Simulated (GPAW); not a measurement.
# Ge (I4/mmm) in GPAW: convergence with grid spacing (A)

Aim: find how far grid spacing (A) must go before the results for Ge settle, at optPBE-vdW. This setting moves, with any that are tied to it; all else stays.

All numbers are computed with GPAW 26.7.0; they aren't measurements. Logs are shortened: lines on timing, memory, paths and dates and some standing lists are left out, and cuts for length are marked. The log counts tension as positive stress, the text compression.

## Step 1: Starting point

Symmetry: I4/mmm, No. 139, tetragonal system. The conventional cell has a = 3.217 Å, b = 3.217 Å, c = 3.746 Å, α = 90.00°, β = 90.00°, γ = 90.00°. Ge (site symmetry 4/mmm) is surrounded by 12 Ge at 2.95 to 3.22 Å.

The cell was built by a generator and needn't be a form met in nature.

## Step 2: With grid spacing (A) 0.28

The input, run.py:

```python
import json
import numpy as np
from ase import Atoms
from ase.io import write
from phonopy import Phonopy
from phonopy.structure.atoms import PhonopyAtoms
from gpaw import GPAW

atoms = Atoms(['Ge'],
              cell=[[-1.60842, 1.60842, 1.87318],
                    [1.60842, -1.60842, 1.87318],
                    [1.60842, 1.60842, -1.87318]],
              scaled_positions=[[0.5, 0.5, 0.0]],
              pbc=True)

calc = GPAW(mode='lcao',
            h=0.28,
            basis='dzp',
            xc={'name': 'optPBE-vdW', 'backend': 'libvdwxc'},
            kpts={'size': (7, 7, 7), 'gamma': True},
            occupations={'name': 'fermi-dirac', 'width': 0.05},
            convergence={'density': 1e-06},
            maxiter=150,
            txt='gpaw.txt')
atoms.calc = calc
energy = atoms.get_potential_energy()
forces = atoms.get_forces()
calc.write('gs.gpw')
write('result.traj', atoms)
print('Cell:', atoms.cell.cellpar().round(4))
print(atoms.get_scaled_positions().round(5))

def force_constants(scale):
    unit = PhonopyAtoms(symbols=atoms.get_chemical_symbols(), cell=atoms.cell[:] * scale**(1 / 3),
                        scaled_positions=atoms.get_scaled_positions())
    ph = Phonopy(unit, supercell_matrix=np.diag([2, 2, 2]), primitive_matrix=np.eye(3), symprec=1e-4)
    ph.generate_displacements(distance=0.02)
    forces = []
    for i, sc in enumerate(ph.supercells_with_displacements):
        a = Atoms(sc.symbols, cell=sc.cell, scaled_positions=sc.scaled_positions, pbc=True)
        c = GPAW(mode='lcao',
                 h=0.28,
                 basis='dzp',
                 xc={'name': 'optPBE-vdW', 'backend': 'libvdwxc'},
                 kpts={'size': (4, 4, 4), 'gamma': True},
                 occupations={'name': 'fermi-dirac', 'width': 0.05},
                 convergence={'density': 1e-06},
                 maxiter=150,
                 txt=f'disp-{scale:.3f}-{i:02d}.txt')
        a.calc = c
        f = a.get_forces()
        forces.append(f - f.mean(axis=0))
        print(f'displacement {i}: drift', f.mean(axis=0).round(5), flush=True)
    ph.forces = forces
    ph.produce_force_constants()
    ph.symmetrize_force_constants()
    return ph

qpoints = [[0.0, 0.0, 0.0], [0.0, 0.0, 0.5], [0.0, 0.5, 0.0], [0.0, 0.5, 0.5], [0.5, 0.0, 0.0], [0.5, 0.0, 0.5], [0.5, 0.5, 0.0], [0.5, 0.5, 0.5]]
results = {}
for scale in [1.0]:
    ph = force_constants(scale)
    ph.run_qpoints(qpoints)
    nu = ph.qpoints.frequencies * 33.35641  # THz to cm^-1
    results[f'{scale:.3f}'] = nu.tolist()
    for qp, f in zip(qpoints, nu):
        print(scale, np.round(qp, 4), f.round(2))

path = atoms.cell.bandpath('GXYSGZS1NPY1Z,XP', npoints=60, eps=1e-4)
ph.run_qpoints(path.kpts)
results['path'] = (ph.qpoints.frequencies * 33.35641).tolist()
results['path_q'] = path.kpts.tolist()
x, ticks, names = path.get_linear_kpoint_axis()
results['axis'] = [x.tolist(), list(ticks), names]
ph.run_mesh([15, 15, 15], is_gamma_center=True)
ph.run_thermal_properties(temperatures=[0, 100, 200, 300, 500, 800], cutoff_frequency=0.05)
tp = ph.thermal_properties
results['thermal'] = [list(v) for v in (tp.temperatures, tp.free_energy, tp.entropy, tp.heat_capacity)]
for t, fv, s, cv in zip(*results['thermal']):
    print(f'{t:6.0f} K  F {fv:9.4f} kJ/mol  S {s:9.4f} J/K/mol  Cv {cv:9.4f} J/K/mol')
json.dump(results, open('phonons.json', 'w'))
```

Potentials or basis: GPAW PAW data sets (gpaw-data 1.2.1), lcao:dzp.

Run with:

```bash
$ OMP_NUM_THREADS=1 python run.py
```

gpaw.txt:

```text
__  _  _
 | _ |_)|_||  |
 |__||  | ||/\| - 26.7.0

Input parameters:
  mode=LCAO(),
  basis={'default': 'dzp'},
  convergence={'density': 1e-06},
  h=0.28,
  kpts=MonkhorstPack(size=(7, 7, 7), gamma=True),
  maxiter=150,
  occupations=Occupations(name='fermi-dirac', width=0.05),
  xc=XC(name='optPBE-vdW', backend='libvdwxc')

       Ge

Atoms  # Å, Bohr magnetons
|   | symbol |        x |        y |        z |    initial magnetic moments |
|---|--------|----------|----------|----------|-----------------------------|
| 0 |     Ge | 0.000000 | 0.000000 | 1.873180 | ( 0.0000,  0.0000,  0.0000) |

Unit cell  # Å
| periodic |         x |         y |         z |  lengths |     angles |
|----------|-----------|-----------|-----------|----------|------------|
|      yes | -1.608420 |  1.608420 |  1.873180 | 2.946665 | 113.835249 |
|      yes |  1.608420 | -1.608420 |  1.873180 | 2.946665 | 113.835249 |
|      yes |  1.608420 |  1.608420 | -1.873180 | 2.946665 | 101.056901 |

Number of symmetries: 16
Symmetry operations  # r_c * U_cc + t_c -> r_c
|    | kind |            matrix            |
|----|------|------------------------------|
|  0 |  σ   |  1, 1, 1,  0, 0,-1,  0,-1, 0 |
|  1 |  C4  |  1, 1, 1,  0, 0,-1, -1, 0, 0 |
|  2 |  E   |  1, 0, 0,  0, 1, 0,  0, 0, 1 |
|  3 |  σ   |  1, 0, 0,  0, 1, 0, -1,-1,-1 |
|  4 |  σ   |  0, 1, 0,  1, 0, 0,  0, 0, 1 |
|  5 |  C2  |  0, 1, 0,  1, 0, 0, -1,-1,-1 |
|  6 |  C2  |  0, 0, 1, -1,-1,-1,  1, 0, 0 |
|  7 |  S4  |  0, 0, 1, -1,-1,-1,  0, 1, 0 |
|  8 |  C4  |  0, 0,-1,  1, 1, 1,  0,-1, 0 |
|  9 |  σ   |  0, 0,-1,  1, 1, 1, -1, 0, 0 |
| 10 |  σ   |  0,-1, 0, -1, 0, 0,  1, 1, 1 |
| 11 |  C2  |  0,-1, 0, -1, 0, 0,  0, 0,-1 |
| 12 |  C2  | -1, 0, 0,  0,-1, 0,  1, 1, 1 |
| 13 |  i   | -1, 0, 0,  0,-1, 0,  0, 0,-1 |
| 14 |  S4  | -1,-1,-1,  0, 0, 1,  1, 0, 0 |
| 15 |  C2  | -1,-1,-1,  0, 0, 1,  0, 1, 0 |

BZ-sampling:
  Number of BZ points: 343
  Number of IBZ points: 40

  Monkhorst-Pack size: [7, 7, 7]
  Monkhorst-Pack shift: [0, 0, 0]

K-points  # in reciprocal-cell coordinates
|     |                                coordinates |     weight |
|-----|--------------------------------------------|------------|
|   0 | (  0.00000000,   0.00000000,   0.00000000) | 0.00291545 |
|   1 | (  0.14285714,  -0.14285714,   0.00000000) | 0.01166181 |
|   2 | (  0.14285714,  -0.14285714,   0.14285714) | 0.01166181 |
|   3 | (  0.14285714,   0.00000000,   0.00000000) | 0.02332362 |
|   4 | (  0.14285714,   0.14285714,  -0.14285714) | 0.00583090 |
|   5 | (  0.28571429,  -0.28571429,   0.00000000) | 0.01166181 |
|   6 | (  0.28571429,  -0.28571429,   0.14285714) | 0.02332362 |
|   7 | (  0.28571429,  -0.28571429,   0.28571429) | 0.01166181 |
|   8 | (  0.28571429,  -0.14285714,   0.00000000) | 0.04664723 |
|   9 | (  0.28571429,  -0.14285714,   0.14285714) | 0.02332362 |
| ... |                                            |            |
|  39 | (  0.42857143,   0.42857143,   0.42857143) | 0.02332362 |

basis functions: 13
Spin-components: 1 (collinear spins)
Bands:           4
Projectors:      5
Spin-degeneracy: 2
Datatype:        <class 'complex'>

Parallelization:
  kpt:    1
  domain: 1
  band:   1

Density:
  Valence electrons: 4.0
  Components: 1
  Grid points: [8 8 8]
  Charge: 0.0  # |e|

Potential:
  Grid points: [8 8 8]

species:
  Ge:
    name:    Germanium
    Z:       32.0
    valence: 4
    core:    28
    charge:  0.0  # [|e|]
    compensation charges:
      type: gauss
      rc: 0.32  # [Å]
      lmax: 2
    cutoffs:
      filter: 1.77  # [Å]
      core: 3.42  # [Å]
    projectors
    | kind |    occ | energy [eV] | rcut [Å] |
    |------|--------|-------------|----------|
    |   4s |  2.000 |     -11.726 |    1.005 |
    |   4p |  2.000 |      -3.896 |    1.005 |
    |    s |        |      15.485 |    1.005 |
    |    p |        |      23.315 |    1.005 |
    |    d |        |       0.000 |    1.005 |

    LCAO basis set for Ge:
      Name: dzp
      File: <dir>
      Number of radial functions: 5
      Number of spherical harmonics: 13
        l=0, rc=6.6406 Bohr: 4s-sz confined orbital
        l=1, rc=8.9688 Bohr: 4p-sz confined orbital
[... 56 lines left out ...]
|----|------|------------------------------|
|  0 |  σ   |  1, 1, 1,  0, 0,-1,  0,-1, 0 |
|  1 |  C4  |  1, 1, 1,  0, 0,-1, -1, 0, 0 |
|  2 |  E   |  1, 0, 0,  0, 1, 0,  0, 0, 1 |
|  3 |  σ   |  1, 0, 0,  0, 1, 0, -1,-1,-1 |
|  4 |  σ   |  0, 1, 0,  1, 0, 0,  0, 0, 1 |
|  5 |  C2  |  0, 1, 0,  1, 0, 0, -1,-1,-1 |
|  6 |  C2  |  0, 0, 1, -1,-1,-1,  1, 0, 0 |
|  7 |  S4  |  0, 0, 1, -1,-1,-1,  0, 1, 0 |
|  8 |  C4  |  0, 0,-1,  1, 1, 1,  0,-1, 0 |
|  9 |  σ   |  0, 0,-1,  1, 1, 1, -1, 0, 0 |
| 10 |  σ   |  0,-1, 0, -1, 0, 0,  1, 1, 1 |
| 11 |  C2  |  0,-1, 0, -1, 0, 0,  0, 0,-1 |
| 12 |  C2  | -1, 0, 0,  0,-1, 0,  1, 1, 1 |
| 13 |  i   | -1, 0, 0,  0,-1, 0,  0, 0,-1 |
| 14 |  S4  | -1,-1,-1,  0, 0, 1,  1, 0, 0 |
| 15 |  C2  | -1,-1,-1,  0, 0, 1,  0, 1, 0 |

BZ-sampling:
  Number of BZ points: 343
  Number of IBZ points: 40

  Monkhorst-Pack size: [7, 7, 7]
  Monkhorst-Pack shift: [0, 0, 0]

K-points  # in reciprocal-cell coordinates
|     |                                coordinates |     weight |
|-----|--------------------------------------------|------------|
|   0 | (  0.00000000,   0.00000000,   0.00000000) | 0.00291545 |
|   1 | (  0.14285714,  -0.14285714,   0.00000000) | 0.01166181 |
|   2 | (  0.14285714,  -0.14285714,   0.14285714) | 0.01166181 |
|   3 | (  0.14285714,   0.00000000,   0.00000000) | 0.02332362 |
|   4 | (  0.14285714,   0.14285714,  -0.14285714) | 0.00583090 |
|   5 | (  0.28571429,  -0.28571429,   0.00000000) | 0.01166181 |
|   6 | (  0.28571429,  -0.28571429,   0.14285714) | 0.02332362 |
|   7 | (  0.28571429,  -0.28571429,   0.28571429) | 0.01166181 |
|   8 | (  0.28571429,  -0.14285714,   0.00000000) | 0.04664723 |
|   9 | (  0.28571429,  -0.14285714,   0.14285714) | 0.02332362 |
| ... |                                            |            |
|  39 | (  0.42857143,   0.42857143,   0.42857143) | 0.02332362 |

basis functions: 13
Spin-components: 1 (collinear spins)
Bands:           4
Projectors:      5
Spin-degeneracy: 2
Datatype:        <class 'complex'>

Parallelization:
  kpt:    1
  domain: 1
  band:   1

Density:
  Valence electrons: 4.0
  Components: 1
  Grid points: [8 8 8]
  Charge: 0.0  # |e|

Potential:
  Grid points: [8 8 8]

species:
  Ge:
    name:    Germanium
    Z:       32.0
    valence: 4
    core:    28
    charge:  0.0  # [|e|]
    compensation charges:
      type: gauss
      rc: 0.32  # [Å]
      lmax: 2
    cutoffs:
      filter: 1.77  # [Å]
      core: 3.42  # [Å]
    projectors
    | kind |    occ | energy [eV] | rcut [Å] |
    |------|--------|-------------|----------|
    |   4s |  2.000 |     -11.726 |    1.005 |
    |   4p |  2.000 |      -3.896 |    1.005 |
    |    s |        |      15.485 |    1.005 |
    |    p |        |      23.315 |    1.005 |
    |    d |        |       0.000 |    1.005 |

    LCAO basis set for Ge:
      Name: dzp
      File: <dir>
      Number of radial functions: 5
      Number of spherical harmonics: 13
        l=0, rc=6.6406 Bohr: 4s-sz confined orbital
        l=1, rc=8.9688 Bohr: 4p-sz confined orbital
        l=0, rc=3.7500 Bohr: 4s-dz split-valence wave
        l=1, rc=5.3281 Bohr: 4p-dz split-valence wave
        l=2, rc=8.9688 Bohr: d-type Gaussian polarization
      Number of RI-basis functions 0

Reference energy: -57097.637853  # eV

eigensolver:
  <gpaw.new.lcao.eigensolver.LCAOEigensolver object>
density mixing:
  MSR1-Mixer
  Pratt-step length: 0.05
  Maximum mixing coefficient: 0.75
  Old densities: 10
  SVD Regularization: 0.005
  Good broyden scale: 1.0
  Trust region scale: 1.0
  Backstep threshold: 4.0
  History deletion threshold: 6.0
  Fourier metric: weight=20.0, sigma=0.015

occupation numbers:
  Fermi-Dirac:
    width: 0.0500  # eV

FastPoissonSolver using
    Stencil: 12*3+1=37 point O(h^6) finite-difference Laplacian
    FFT axes: [np.int64(0), np.int64(1), np.int64(2)]
    FST axes: []

xc functional:
  name: vdW-optPBE with libvdwxc
  Mode: serial
  Semilocal: GGA_X_OPTPBE_VDW+LDA_C_PW with 2 nearest neighbor stencil
  Corresponding non-local functional: vdW-DF
  Local blocksize: 16 x 16 x 16
  PAW datasets: PBE
interpolation: tri-quintic # 5. degree polynomial

convergence criteria:
- Maximum integral of absolute [dens]ity change: 1e-06 electrons / valence electron
- Maximum [total energy] change in last 3 cyles: 0.0005 eV / valence electron
- Maximum integral of absolute [eigenst]ate change: 4e-08 eV^2 / valence electron
maximum number of iterations: 150

SCF iterations
|iter     | |      energy | eigst |  dens |
|---------|-|-------------|-------|-------|
|iter:   1| |  -19.453774 |      c|       |
|iter:   2| |  -19.453029 |      c| -1.34 |
|iter:   3| |  -19.447050 |      c| -1.37 |
|iter:   4| |  -19.446595 |      c| -1.94 |
|iter:   5| |  -19.446595c|      c| -3.18 |
|iter:   6| |  -19.446595c|      c| -3.61 |
|iter:   7| |  -19.446595c|      c| -5.38 |
|iter:   8| |  -19.446595c|      c| -5.84 |
|iter:   9| |  -19.446595c|      c| -7.23c|

Converged in 9 steps
Energy contributions relative to reference atoms: (reference = -57097.637853)

Energy contributions:
  Kinetic:          11.420074
  Coulomb:          -9.759286
  Zero:             -0.490867
  External:          0.000000
  Xc:              -20.613902
  Entropy:          -0.005227
  Spinorbit:         0.000000
  ----------------------------
  Free energy:     -19.449209
  Extrapolated:    -19.446595

dipole moment: (-5.272249, -5.272249, 6.140107)  # |e|*Ang

Fermi level: 7.888
Eigenvalues  # (at kpt = [0.000, 0.000, 0.000])
| band index |      eig [eV] | occ [0-2] |
|------------|---------------|-----------|
|          0 |        -5.232 |     2.000 |
|          1 |        16.196 |     0.000 |
|          2 |        16.537 |     0.000 |
|          3 |        16.542 |     0.000 |

No gap
No difference between direct/indirect transitions

Forces  # eV/Ang
|       x |       y |       z |
|---------|---------|---------|
| 0.00000 | 0.00000 | 0.00000 |  # Ge   0

# Writing to gs.gpw (mode='')
```

Run time: 83 s. Hardware: 1 thread of AMD EPYC 7R13 (Zen 3), shared host; peak memory 0.23 GiB.

Results:

```
Free energy              : -19.4492 eV
Band gap on the k mesh   : none (metal or under the smearing width)
Highest phonon frequency : 190 cm⁻¹
```

## Step 3: With grid spacing (A) 0.24

Edit run.py of step 2 so:

```diff
@@ -16,3 +16,3 @@
 calc = GPAW(mode='lcao',
-            h=0.28,
+            h=0.24,
             basis='dzp',
@@ -42,3 +42,3 @@
         c = GPAW(mode='lcao',
-                 h=0.28,
+                 h=0.24,
                  basis='dzp',
```

Potentials or basis: GPAW PAW data sets (gpaw-data 1.2.1), lcao:dzp.

Run with:

```bash
$ OMP_NUM_THREADS=1 python run.py
```

Wall time 2.9 min (1 thread of AMD EPYC 7R13 (Zen 3), shared host); peak memory 0.26 GiB.

Results:

```
Free energy              : -19.6930 eV
Band gap on the k mesh   : none (metal or under the smearing width)
Highest phonon frequency : 151 cm⁻¹
Most unstable mode       : 68i cm⁻¹
```

## Step 4: With grid spacing (A) 0.21

Edit run.py of step 3 so:

```diff
@@ -16,3 +16,3 @@
 calc = GPAW(mode='lcao',
-            h=0.24,
+            h=0.21,
             basis='dzp',
@@ -42,3 +42,3 @@
         c = GPAW(mode='lcao',
-                 h=0.24,
+                 h=0.21,
                  basis='dzp',
```

Run with:

```bash
$ OMP_NUM_THREADS=1 python run.py
```

Wall time 4.1 min (1 thread of AMD EPYC 7R13 (Zen 3), shared host); peak memory 0.32 GiB.

It converged, with:

```yaml
Free_energy: -19.6930 eV
Band_gap_on_the_k_mesh: none (metal or under the smearing width)
Highest_phonon_frequency: 139 cm⁻¹
Most_unstable_mode: 83i cm⁻¹
```

## Step 5: With grid spacing (A) 0.18

Edit run.py of step 4 so:

```diff
@@ -16,3 +16,3 @@
 calc = GPAW(mode='lcao',
-            h=0.21,
+            h=0.18,
             basis='dzp',
@@ -42,3 +42,3 @@
         c = GPAW(mode='lcao',
-                 h=0.21,
+                 h=0.18,
                  basis='dzp',
```

Run with:

```bash
$ OMP_NUM_THREADS=1 python run.py
```

Wall time 6.2 min (1 thread of AMD EPYC 7R13 (Zen 3), shared host); peak memory 0.4 GiB.

The run converged. Its results:

| Quantity | Value |
| --- | --- |
| Free energy | -19.6930 eV |
| Band gap on the k mesh | none (metal or under the smearing width) |
| Highest phonon frequency | 139 cm⁻¹ |
| Most unstable mode | 48i cm⁻¹ |

## Step 6: With grid spacing (A) 0.16

Edit run.py of step 5 so:

```diff
@@ -16,3 +16,3 @@
 calc = GPAW(mode='lcao',
-            h=0.18,
+            h=0.16,
             basis='dzp',
@@ -42,3 +42,3 @@
         c = GPAW(mode='lcao',
-                 h=0.18,
+                 h=0.16,
                  basis='dzp',
```

Potentials or basis: GPAW PAW data sets (gpaw-data 1.2.1), lcao:dzp.

Run with:

```bash
$ OMP_NUM_THREADS=1 python run.py
```

It took 9.2 min on 1 thread of AMD EPYC 7R13 (Zen 3), shared host; peak memory 0.52 GiB.

Results (log left out):

| Item | Value |
| --- | --- |
| Free energy | -19.7183 eV |
| Band gap on the k mesh | none (metal or under the smearing width) |
| Highest phonon frequency | 142 cm⁻¹ |
| Most unstable mode | 57i cm⁻¹ |

## Step 7: The series at a glance

```
grid spacing (A)  energy less the tightest run, at zero smearing (meV/atom)  highest phonon frequency (cm⁻¹)  SCF cycles  CPU time (s)  peak memory (GiB)
            0.28                                                     269.14                              190           9            83               0.23
            0.24                                                      25.30                              151           9           170               0.26
            0.21                                                      25.30                              139           9           250               0.32
            0.18                                                      25.30                              139           9           370                0.4
            0.16                                                       0.00                              142           9           550               0.52
```

Not settled before the last step: the energy (to 1 meV/atom), the highest phonon frequency (to 2 cm⁻¹). The tightest run that finished is the yardstick and may itself not be fully converged.

Caveats: some modes are imaginary; phonon bands are interpolated from a small supercell; the basis of atomic orbitals isn't converged, which shifts pressures, moduli and gaps.
